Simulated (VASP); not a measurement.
Wanted: an ASE script for a VASP 6.6.1 run.

| Item | Value |
| --- | --- |
| Task | band structure |
| Functional | RPBE |
| Dispersion | D3 |
| Potentials or basis | VASP PAW PBE potentials, release 64 (Mg) |
| Cutoff | 500 eV |
| k mesh | 11 × 11 × 11 |
| Occupations | gaussian, width 0.1 eV |
| Spin | no spin polarisation |
| Further INCAR settings | ALGO = Normal; EDIFF = 1.00e-06; ISYM = 0 |

Crystal: Mg.

```
Mg
1.0
    -1.83599    1.83599    1.67940
     1.83599   -1.83599    1.67940
     1.83599    1.83599   -1.67940
Mg
1
Direct
  0.00000 0.00000 0.00000
```

This isn't the form of Mg at room conditions, which is hcp.

These files were run (other wordings do the same):

run.py

```python
from ase.calculators.vasp import Vasp
from ase.dft.bandgap import bandgap
from ase.spacegroup import crystal

atoms = crystal(
    ['Mg'],
    basis=[[0.0, 0.0, 0.0]],
    spacegroup=139,
    setting=1,
    cellpar=[3.67198326, 3.67198326, 3.35880804, 90.0, 90.0, 90.0],
    primitive_cell=True,
)
calc = Vasp(
    directory='calc',
    xc='rpbe',
    pp='PBE',
    setups='minimal',
    prec='Accurate',
    encut=500,
    ediff=1e-06,
    ismear=0,
    sigma=0.1,
    lreal=False,
    lasph=True,
    nelm=80,
    algo='Normal',
    isif=2,
    lwave=False,
    lcharg=True,
    ivdw=11,
    kpts=[11, 11, 11],
    gamma=True,
)
atoms.calc = calc

print('energy (eV):', atoms.get_potential_energy())
print('free energy (eV):', atoms.get_potential_energy(force_consistent=True))
efermi = calc.get_fermi_level()
print('Fermi level (eV):', efermi)
path = atoms.cell.bandpath(npoints=40, eps=1e-4)
print('path:', path.path)
calc.set(kpts=path.kpts, reciprocal=True, icharg=11, isym=0, lcharg=False)
calc.calculate(atoms)
print('gap on the path (eV):', bandgap(calc, efermi=efermi)[0])
print('direct gap on the path (eV):', bandgap(calc, efermi=efermi, direct=True)[0])
```

Potentials or basis: VASP PAW PBE potentials, release 64 (Mg).

Run with:

```console
$ python run.py
```

Results of the run:

| Property | Result |
| --- | --- |
| Band gap along the path | none (metal or under the smearing width) |
| Dispersion energy per atom | -0.362 eV |

Caveat: the log is that of the step along the path at fixed density, whose energy, stress, charges and moments have no meaning.

Wall time 16 s on 1 thread of Intel(R) Xeon(R) Platinum 8488C (Sapphire Rapids), with other jobs on the host, peak memory 0.13 GiB.
